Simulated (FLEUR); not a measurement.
# V (P6_3/mmc) in FLEUR: notebook

The runs below take V through band structure, equation of state, with r2SCAN, LDA.

Everything below comes from runs of FLEUR MaX-R8.1 (later development tree). Logs are shortened: lines on timing, memory, paths and dates and some standing lists are left out, and cuts for length are marked.

### Step 1. The structure

It takes space group P6_3/mmc (No. 194, hexagonal). The conventional cell has a = 2.604 Å, b = 2.604 Å, c = 4.723 Å, α = 90.00°, β = 90.00°, γ = 120.00°. Around V (site symmetry -6m2) lie 12 V at 2.60 to 2.80 Å.

This isn't the form of V at room conditions, which is bcc.

### Step 2. Band structure, r2SCAN, collinear spin, ferromagnetic start

Input file inp.xml:

```xml
<?xml version="1.0" encoding="UTF-8" standalone="no"?>
<fleurInput fleurInputVersion="0.39">
   <comment>
      V                                                                                                   
   </comment>
   <calculationSetup>
      <cutoffs Kmax="4.3" Gmax="13.3" GmaxXC="13.3" numbands="0"/>
      <scfLoop itmax="80" minDistance="0.0001" maxIterBroyd="30" imix="Anderson" alpha="0.05" precondParam="0.0" spinf="2.0" sdNocoIR="T"/>
      <coreElectrons ctail="F" frcor="F" kcrel="0" coretail_lmax="0"/>
      <xcFunctional name="LibXC" relativisticCorrections="F">
         <LibXCName exchange="mgga_x_r2scan" correlation="mgga_c_r2scan"/>
         <AuxGGA exchange="117" correlation="130"/>
      </xcFunctional>
      <magnetism jspins="2"/>
      <soc l_soc="F" theta="0.0" phi="0.0" spav="F"/>
      <expertModes spex="0" secvar="F"/>
      <geometryOptimization l_f="F" forcealpha="1.0" forcemix="BFGS" epsdisp="0.00001" epsforce="0.00001"/>
      <ldaU l_linMix="F" mixParam="0.05" spinf="1.0"/>
   </calculationSetup>
   <cell>
      <bzIntegration valenceElectrons="26.0" mode="hist" fermiSmearingEnergy="0.00183747">
         <kPointListSelection listName="default-1"/>
         <!-- k-points included here -->
         <xi:include xmlns:xi="http://www.w3.org/2001/XInclude" href="kpts.xml"> </xi:include>
      </bzIntegration>
      <!-- symmetry operations included here -->
      <xi:include xmlns:xi="http://www.w3.org/2001/XInclude" href="sym.xml"> </xi:include>
      <bulkLattice scale="1.0">
         <bravaisMatrix>
            <row-1>    4.9214026020139050     0.0000000000000000     0.0000000000000000</row-1>
            <row-2>   -2.4607013009124663     4.2620596754735596     0.0000000000000000</row-2>
            <row-3>    0.0000000000000000     0.0000000000000000     8.9258114344636645</row-3>
         </bravaisMatrix>
      </bulkLattice>
   </cell>
   <atomSpecies>
      <species name="Vanadium (2.000" element="V" atomicNumber="23">
         <mtSphere radius="2.28" gridPoints="753" logIncrement="0.016"/>
         <atomicCutoffs lmax="9" lnonsphr="9"/>
         <electronConfig flipSpins="F">
            <coreConfig>(1s1/2) (2s1/2) (2p1/2) (2p3/2)</coreConfig>
            <valenceConfig>(3s1/2) (3p1/2) (3p3/2) (4s1/2) (3d3/2) (3d5/2)</valenceConfig>
            <stateOccupation state="(3d3/2)" spinUp="0.7" spinDown="0.5"/>
            <stateOccupation state="(3d5/2)" spinUp="1.8" spinDown="0.0"/>
         </electronConfig>
         <energyParameters s="4" p="4" d="3" f="4"/>
         <lo type="SCLO" l="0" n="3" eDeriv="0"/>
         <lo type="SCLO" l="1" n="3" eDeriv="0"/>
         <lo type="SCLO" l="1" n="3" eDeriv="1"/>
         <lo type="SCLO" l="2" n="3" eDeriv="2"/>
         <lo type="SCLO" l="3" n="4" eDeriv="2"/>
      </species>
   </atomSpecies>
   <atomGroups>
      <atomGroup species="Vanadium (2.000">
         <relPos label="                   1">1.000/3.000 -1.000/3.000 1.000/4.000</relPos>
         <relPos label="                   2">-1.000/3.000 1.000/3.000 -1.000/4.000</relPos>
         <force calculate="T" relaxXYZ="TTT"/>
      </atomGroup>
   </atomGroups>
   <output dos="F" band="F" slice="F">
      <checks vchk="F" cdinf="F"/>
      <bandDOS minEnergy="-.5*Htr" maxEnergy="0.5*Htr" sigma="0.015" storeEVData="T"/>
      <vacuumDOS vacdos="F" integ="F" star="F" nstars="0" locx1="0.0" locy1="0.0" locx2="0.0" locy2="0.0" nstm="0" tworkf="0.0"/>
      <unfoldingBand unfoldBand="F" supercellX="1" supercellY="1" supercellZ="1"/>
      <plotting iplot="0" polar="F">
         <plot TwoD="T" vec1="  1.0  0.0  0.0" vec2="  0.0  1.0  0.0" vec3="  0.0  0.0  1.0" zero="  0.0  0.0  0.0" file="plot"/>
      </plotting>
      <chargeDensitySlicing numkpt="0" minEigenval="0.0" maxEigenval="0.0" nnne="0" pallst="F"/>
      <specialOutput eonly="F"/>
      <moessbauerParams electricFieldGradient="T" isomerShift="T" coreHyperfine="T" valenceHyperfine="T"/>
      <magneticCircularDichroism mcd="F" energyLo="-10.0" energyUp="0.0"/>
   </output>
  <!-- We include the file relax.xml here to enable relaxations (see documentation) -->
  <xi:include xmlns:xi="http://www.w3.org/2001/XInclude" href="relax.xml"> <xi:fallback/> </xi:include>
</fleurInput>
```

Input file crystal.txt:

```
V
&input cartesian=F /
2.6042941027  0.0000000000  0.0000000000
-1.3021470513  2.2553848518  0.0000000000
0.0000000000  0.0000000000  4.7233360000
1.8897261246
1.0 1.0 1.0

2
23 0.3333333334  0.6666666668  0.2500000000 : 2.000
23 0.6666666668  0.3333333334  0.7500000000 : 2.000

&kpt div1=12 div2=12 div3=6 gamma=T /
```

Input file inp.xml (bands):

```
<?xml version="1.0" encoding="UTF-8" standalone="no"?>
<fleurInput fleurInputVersion="0.39">
   <comment>
      V                                                                                                   
   </comment>
   <calculationSetup>
      <cutoffs Kmax="4.3" Gmax="13.3" GmaxXC="13.3" numbands="0"/>
      <scfLoop itmax="80" minDistance="0.0001" maxIterBroyd="30" imix="Anderson" alpha="0.05" precondParam="0.0" spinf="2.0" sdNocoIR="T"/>
      <coreElectrons ctail="F" frcor="F" kcrel="0" coretail_lmax="0"/>
      <xcFunctional name="LibXC" relativisticCorrections="F">
         <LibXCName exchange="mgga_x_r2scan" correlation="mgga_c_r2scan"/>
         <AuxGGA exchange="117" correlation="130"/>
      </xcFunctional>
      <magnetism jspins="2"/>
      <soc l_soc="F" theta="0.0" phi="0.0" spav="F"/>
      <expertModes spex="0" secvar="F"/>
      <geometryOptimization l_f="F" forcealpha="1.0" forcemix="BFGS" epsdisp="0.00001" epsforce="0.00001"/>
      <ldaU l_linMix="F" mixParam="0.05" spinf="1.0"/>
   </calculationSetup>
   <cell>
      <bzIntegration valenceElectrons="26.0" mode="hist" fermiSmearingEnergy="0.00183747">
         <kPointListSelection listName="path-1"/>
         <!-- k-points included here -->
         <xi:include xmlns:xi="http://www.w3.org/2001/XInclude" href="kpts.xml"> </xi:include>
      </bzIntegration>
      <!-- symmetry operations included here -->
      <xi:include xmlns:xi="http://www.w3.org/2001/XInclude" href="sym.xml"> </xi:include>
      <bulkLattice scale="1.0">
         <bravaisMatrix>
            <row-1>    4.9214026020139050     0.0000000000000000     0.0000000000000000</row-1>
            <row-2>   -2.4607013009124663     4.2620596754735596     0.0000000000000000</row-2>
            <row-3>    0.0000000000000000     0.0000000000000000     8.9258114344636645</row-3>
         </bravaisMatrix>
      </bulkLattice>
   </cell>
   <atomSpecies>
      <species name="Vanadium (2.000" element="V" atomicNumber="23">
         <mtSphere radius="2.28" gridPoints="753" logIncrement="0.016"/>
         <atomicCutoffs lmax="9" lnonsphr="9"/>
         <electronConfig flipSpins="F">
            <coreConfig>(1s1/2) (2s1/2) (2p1/2) (2p3/2)</coreConfig>
            <valenceConfig>(3s1/2) (3p1/2) (3p3/2) (4s1/2) (3d3/2) (3d5/2)</valenceConfig>
            <stateOccupation state="(3d3/2)" spinUp="0.7" spinDown="0.5"/>
            <stateOccupation state="(3d5/2)" spinUp="1.8" spinDown="0.0"/>
         </electronConfig>
         <energyParameters s="4" p="4" d="3" f="4"/>
         <lo type="SCLO" l="0" n="3" eDeriv="0"/>
         <lo type="SCLO" l="1" n="3" eDeriv="0"/>
         <lo type="SCLO" l="1" n="3" eDeriv="1"/>
         <lo type="SCLO" l="2" n="3" eDeriv="2"/>
         <lo type="SCLO" l="3" n="4" eDeriv="2"/>
      </species>
   </atomSpecies>
   <atomGroups>
      <atomGroup species="Vanadium (2.000">
         <relPos label="                   1">1.000/3.000 -1.000/3.000 1.000/4.000</relPos>
         <relPos label="                   2">-1.000/3.000 1.000/3.000 -1.000/4.000</relPos>
         <force calculate="T" relaxXYZ="TTT"/>
      </atomGroup>
   </atomGroups>
   <output dos="F" band="T" slice="F">
      <checks vchk="F" cdinf="F"/>
      <bandDOS minEnergy="-.5*Htr" maxEnergy="0.5*Htr" sigma="0.015" storeEVData="T"/>
      <vacuumDOS vacdos="F" integ="F" star="F" nstars="0" locx1="0.0" locy1="0.0" locx2="0.0" locy2="0.0" nstm="0" tworkf="0.0"/>
      <unfoldingBand unfoldBand="F" supercellX="1" supercellY="1" supercellZ="1"/>
      <plotting iplot="0" polar="F">
         <plot TwoD="T" vec1="  1.0  0.0  0.0" vec2="  0.0  1.0  0.0" vec3="  0.0  0.0  1.0" zero="  0.0  0.0  0.0" file="plot"/>
      </plotting>
      <chargeDensitySlicing numkpt="0" minEigenval="0.0" maxEigenval="0.0" nnne="0" pallst="F"/>
      <specialOutput eonly="F"/>
      <moessbauerParams electricFieldGradient="T" isomerShift="T" coreHyperfine="T" valenceHyperfine="T"/>
      <magneticCircularDichroism mcd="F" energyLo="-10.0" energyUp="0.0"/>
   </output>
  <!-- We include the file relax.xml here to enable relaxations (see documentation) -->
  <xi:include xmlns:xi="http://www.w3.org/2001/XInclude" href="relax.xml"> <xi:fallback/> </xi:include>
</fleurInput>
```

Potentials or basis: all-electron, FLAPW.

Started as:

```sh
> inpgen -f crystal.txt -profile fastHighL
> # inp.xml edited to the form shown
> fleur_MPI
> fleur_MPI   # second run, on inp.xml (bands)
```

The log of the run:

```text
Welcome to FLEUR        (www.flapw.de)
      MaX-Release 8.1          (www.max-centre.eu)
 func_ids         498         497         498         497
 MetaGGA potential functional detected - V_tau will be computed
 Auxiliary Potential for radial basis: exchange=         117  correlation=         130
The functional 'Re-regularized SCAN exchange by Furness et al' is an exchange functional, it belongs to the 'MGGA' family and is defined in the reference(s):
[1] J. W. Furness, A. D. Kaplan, J. Ning, J. P. Perdew, and J. Sun.,  J. Phys. Chem. Lett. 11, 8208-8215 (2020)
[2] J. W. Furness, A. D. Kaplan, J. Ning, J. P. Perdew, and J. Sun.,  J. Phys. Chem. Lett. 11, 9248-9248 (2020)
The functional 'Re-regularized SCAN correlation by Furness et al' is a correlation functional, it belongs to the 'MGGA' family and is defined in the reference(s):
[1] J. W. Furness, A. D. Kaplan, J. Ning, J. P. Perdew, and J. Sun.,  J. Phys. Chem. Lett. 11, 8208-8215 (2020)
[2] J. W. Furness, A. D. Kaplan, J. Ning, J. P. Perdew, and J. Sun.,  J. Phys. Chem. Lett. 11, 9248-9248 (2020)
 Using same functional for VXC and EXC

 ========== k-point set info ==========
 Selected k-point list: default-1
 k-point list type: mesh
 12 x 12 x 6
 Number of k points: 76

 ------------Calculation Setup---------------------------
 Number of MPI-tasks      :            1
 Number of PE/node        :            1
 Number of OMP-threads    :            1
 Most efficient MPI parallelization for:
           1           2           4          19          38          76
 Additional eigenvalue parallelization possible
 Number of basis functions:          334
 Approximate size of matrices (H+S) per k-point:         0.002 GB
 --------------------------------------------------------
The functional 'Hammer, Hansen, and Norskov' is an exchange functional, it belongs to the 'GGA' family and is defined in the reference(s):
[1] B. Hammer, L. B. Hansen, and J. K. Nørskov.,  Phys. Rev. B 59, 7413 (1999)
The functional 'Perdew, Burke & Ernzerhof' is a correlation functional, it belongs to the 'GGA' family and is defined in the reference(s):
[1] J. P. Perdew, K. Burke, and M. Ernzerhof.,  Phys. Rev. Lett. 77, 3865 (1996)
[2] J. P. Perdew, K. Burke, and M. Ernzerhof.,  Phys. Rev. Lett. 78, 1396 (1997)
 Using same functional for VXC and EXC
 Using auxiliary GGA potential for the first iteration of MetaGGA calculation.
 Reset of history
 Reset of history
 Iteration:     1   Distance:      25.68248643 me/bohr^3
The functional 'Hammer, Hansen, and Norskov' is an exchange functional, it belongs to the 'GGA' family and is defined in the reference(s):
[1] B. Hammer, L. B. Hansen, and J. K. Nørskov.,  Phys. Rev. B 59, 7413 (1999)
The functional 'Perdew, Burke & Ernzerhof' is a correlation functional, it belongs to the 'GGA' family and is defined in the reference(s):
[1] J. P. Perdew, K. Burke, and M. Ernzerhof.,  Phys. Rev. Lett. 77, 3865 (1996)
[2] J. P. Perdew, K. Burke, and M. Ernzerhof.,  Phys. Rev. Lett. 78, 1396 (1997)
 Using same functional for VXC and EXC
 Iteration:     2   Distance:      24.44086015 me/bohr^3
The functional 'Hammer, Hansen, and Norskov' is an exchange functional, it belongs to the 'GGA' family and is defined in the reference(s):
[1] B. Hammer, L. B. Hansen, and J. K. Nørskov.,  Phys. Rev. B 59, 7413 (1999)
The functional 'Perdew, Burke & Ernzerhof' is a correlation functional, it belongs to the 'GGA' family and is defined in the reference(s):
[1] J. P. Perdew, K. Burke, and M. Ernzerhof.,  Phys. Rev. Lett. 77, 3865 (1996)
[2] J. P. Perdew, K. Burke, and M. Ernzerhof.,  Phys. Rev. Lett. 78, 1396 (1997)
 Using same functional for VXC and EXC
 Iteration:     3   Distance:      22.96246749 me/bohr^3
The functional 'Hammer, Hansen, and Norskov' is an exchange functional, it belongs to the 'GGA' family and is defined in the reference(s):
[1] B. Hammer, L. B. Hansen, and J. K. Nørskov.,  Phys. Rev. B 59, 7413 (1999)
The functional 'Perdew, Burke & Ernzerhof' is a correlation functional, it belongs to the 'GGA' family and is defined in the reference(s):
[1] J. P. Perdew, K. Burke, and M. Ernzerhof.,  Phys. Rev. Lett. 77, 3865 (1996)
[2] J. P. Perdew, K. Burke, and M. Ernzerhof.,  Phys. Rev. Lett. 78, 1396 (1997)
 Using same functional for VXC and EXC
 Iteration:     4   Distance:      10.10626993 me/bohr^3
The functional 'Hammer, Hansen, and Norskov' is an exchange functional, it belongs to the 'GGA' family and is defined in the reference(s):
[1] B. Hammer, L. B. Hansen, and J. K. Nørskov.,  Phys. Rev. B 59, 7413 (1999)
The functional 'Perdew, Burke & Ernzerhof' is a correlation functional, it belongs to the 'GGA' family and is defined in the reference(s):
[1] J. P. Perdew, K. Burke, and M. Ernzerhof.,  Phys. Rev. Lett. 77, 3865 (1996)
[2] J. P. Perdew, K. Burke, and M. Ernzerhof.,  Phys. Rev. Lett. 78, 1396 (1997)
 Using same functional for VXC and EXC
 Iteration:     5   Distance:       9.88566532 me/bohr^3
The functional 'Hammer, Hansen, and Norskov' is an exchange functional, it belongs to the 'GGA' family and is defined in the reference(s):
[... 277 lines left out ...]
 Using same functional for VXC and EXC
 Iteration:    45   Distance:       0.00020279 me/bohr^3
The functional 'Hammer, Hansen, and Norskov' is an exchange functional, it belongs to the 'GGA' family and is defined in the reference(s):
[1] B. Hammer, L. B. Hansen, and J. K. Nørskov.,  Phys. Rev. B 59, 7413 (1999)
The functional 'Perdew, Burke & Ernzerhof' is a correlation functional, it belongs to the 'GGA' family and is defined in the reference(s):
[1] J. P. Perdew, K. Burke, and M. Ernzerhof.,  Phys. Rev. Lett. 77, 3865 (1996)
[2] J. P. Perdew, K. Burke, and M. Ernzerhof.,  Phys. Rev. Lett. 78, 1396 (1997)
 Using same functional for VXC and EXC
 Iteration:    46   Distance:       0.00020528 me/bohr^3
The functional 'Hammer, Hansen, and Norskov' is an exchange functional, it belongs to the 'GGA' family and is defined in the reference(s):
[1] B. Hammer, L. B. Hansen, and J. K. Nørskov.,  Phys. Rev. B 59, 7413 (1999)
The functional 'Perdew, Burke & Ernzerhof' is a correlation functional, it belongs to the 'GGA' family and is defined in the reference(s):
[1] J. P. Perdew, K. Burke, and M. Ernzerhof.,  Phys. Rev. Lett. 77, 3865 (1996)
[2] J. P. Perdew, K. Burke, and M. Ernzerhof.,  Phys. Rev. Lett. 78, 1396 (1997)
 Using same functional for VXC and EXC
 Iteration:    47   Distance:       0.00018661 me/bohr^3
The functional 'Hammer, Hansen, and Norskov' is an exchange functional, it belongs to the 'GGA' family and is defined in the reference(s):
[1] B. Hammer, L. B. Hansen, and J. K. Nørskov.,  Phys. Rev. B 59, 7413 (1999)
The functional 'Perdew, Burke & Ernzerhof' is a correlation functional, it belongs to the 'GGA' family and is defined in the reference(s):
[1] J. P. Perdew, K. Burke, and M. Ernzerhof.,  Phys. Rev. Lett. 77, 3865 (1996)
[2] J. P. Perdew, K. Burke, and M. Ernzerhof.,  Phys. Rev. Lett. 78, 1396 (1997)
 Using same functional for VXC and EXC
 Iteration:    48   Distance:       0.00009549 me/bohr^3

 ********************************************************************
 Run finished successfully
 Stop message:
   all done
 ********************************************************************
```

It took 4.9 min on 1 thread of Arm Neoverse V1, shared host; peak memory 0.14 GiB.

Results:

```
Free energy                                           : -51671.7365 eV
Band gap along the path                               : none (metal or under the smearing width)
Net moment                                            : 0.00 μB per cell
Valence electrons inside the program's atomic spheres : V 11.39 (radii V 2.28 bohr)
```

Levels at the corners of the path, in eV from the Fermi level:
Spin up:
```csv
point,band 11,band 12,band 13,band 14,band 15,band 16
Γ,-0.65,-0.51,0.39,0.39,0.71,0.71
M,-2.79,-0.37,-0.30,0.27,0.80,3.22
K,-1.64,-1.61,-0.34,-0.34,0.69,2.45
Γ,-0.65,-0.51,0.39,0.39,0.71,0.71
A,-1.16,-1.16,0.43,0.43,0.43,0.43
L,-1.88,-1.88,1.55,1.55,1.87,1.87
H,-1.59,-1.59,-0.71,-0.71,1.08,1.08
A,-1.16,-1.16,0.43,0.43,0.43,0.43
L,-1.88,-1.88,1.55,1.55,1.87,1.87
M,-2.79,-0.37,-0.30,0.27,0.80,3.22
K,-1.64,-1.61,-0.34,-0.34,0.69,2.45
H,-1.59,-1.59,-0.71,-0.71,1.08,1.08
```
Spin down:
```
point  band 11  band 12  band 13  band 14  band 15  band 16
    Γ    -0.65    -0.51     0.39     0.39     0.71     0.71
    M    -2.79    -0.37    -0.30     0.27     0.80     3.22
    K    -1.64    -1.61    -0.34    -0.34     0.69     2.45
    Γ    -0.65    -0.51     0.39     0.39     0.71     0.71
    A    -1.16    -1.16     0.43     0.43     0.43     0.43
    L    -1.88    -1.88     1.55     1.55     1.87     1.87
    H    -1.59    -1.59    -0.71    -0.71     1.08     1.08
    A    -1.16    -1.16     0.43     0.43     0.43     0.43
    L    -1.88    -1.88     1.55     1.55     1.87     1.87
    M    -2.79    -0.37    -0.30     0.27     0.80     3.22
    K    -1.64    -1.61    -0.34    -0.34     0.69     2.45
    H    -1.59    -1.59    -0.71    -0.71     1.08     1.08
```

Core levels (eV from the Fermi level):
```csv
atom,levels
1 V,"1s1/2 -5358.6, 2s1/2 -596.9, 2p1/2 -501.9, 2p3/2 -494.8"
2 V,"1s1/2 -5358.6, 2s1/2 -596.9, 2p1/2 -501.9, 2p3/2 -494.8"
```

Caveat: the meta-GGA is that of a development version, with a GGA for the radial functions and cores and without core tails.

### Step 3. Equation of state, r2SCAN, collinear spin, ferromagnetic start, 13.04 Å³/atom (volume scaled by 0.94)

Changes to inp.xml since step 2:

```diff
@@ -6,3 +6,3 @@
    <calculationSetup>
-      <cutoffs Kmax="4.3" Gmax="13.3" GmaxXC="13.3" numbands="0"/>
+      <cutoffs Kmax="4.43" Gmax="13.7" GmaxXC="13.7" numbands="0"/>
       <scfLoop itmax="80" minDistance="0.0001" maxIterBroyd="30" imix="Anderson" alpha="0.05" precondParam="0.0" spinf="2.0" sdNocoIR="T"/>
@@ -27,3 +27,3 @@
       <xi:include xmlns:xi="http://www.w3.org/2001/XInclude" href="sym.xml"> </xi:include>
-      <bulkLattice scale="1.0">
+      <bulkLattice scale="0.9795861087">
          <bravaisMatrix>
@@ -37,3 +37,3 @@
       <species name="Vanadium (2.000" element="V" atomicNumber="23">
-         <mtSphere radius="2.28" gridPoints="753" logIncrement="0.016"/>
+         <mtSphere radius="2.21" gridPoints="753" logIncrement="0.016"/>
          <atomicCutoffs lmax="9" lnonsphr="9"/>
```

Potentials or basis: all-electron, FLAPW.

Started as:

```sh
> inpgen -f crystal.txt -profile fastHighL
> # inp.xml edited to the form shown
> fleur_MPI
```

Run time: 3.9 min. Hardware: 1 thread of Arm Neoverse V1, shared host; peak memory 0.14 GiB.

Results (log left out):

```yaml
Free_energy: -51671.7114 eV
Band_gap_on_the_k_mesh: none (metal or under the smearing width)
Net_moment: 0.00 μB per cell
Valence_electrons_inside_the_program's_atomic_spheres: V 11.29 (radii V 2.21 bohr)
```

Caveat: the meta-GGA is that of a development version, with a GGA for the radial functions and cores and without core tails.

### Step 4. Equation of state, r2SCAN, collinear spin, ferromagnetic start, 13.32 Å³/atom (volume scaled by 0.96)

Changes to inp.xml since step 3:

```diff
@@ -27,3 +27,3 @@
       <xi:include xmlns:xi="http://www.w3.org/2001/XInclude" href="sym.xml"> </xi:include>
-      <bulkLattice scale="0.9795861087">
+      <bulkLattice scale="0.9864848297">
          <bravaisMatrix>
```

Started as:

```sh
> inpgen -f crystal.txt -profile fastHighL
> # inp.xml edited to the form shown
> fleur_MPI
```

Wall time 4.4 min (1 thread of Arm Neoverse V1, shared host); peak memory 0.14 GiB.

Results (log left out):

| Quantity | Value |
| --- | --- |
| Free energy | -51671.7339 eV |
| Band gap on the k mesh | none (metal or under the smearing width) |
| Net moment | 0.00 μB per cell |
| Valence electrons inside the program's atomic spheres | V 11.26 (radii V 2.21 bohr) |

Caveat: the meta-GGA is that of a development version, with a GGA for the radial functions and cores and without core tails.

(Continued in part 2 of 2.)
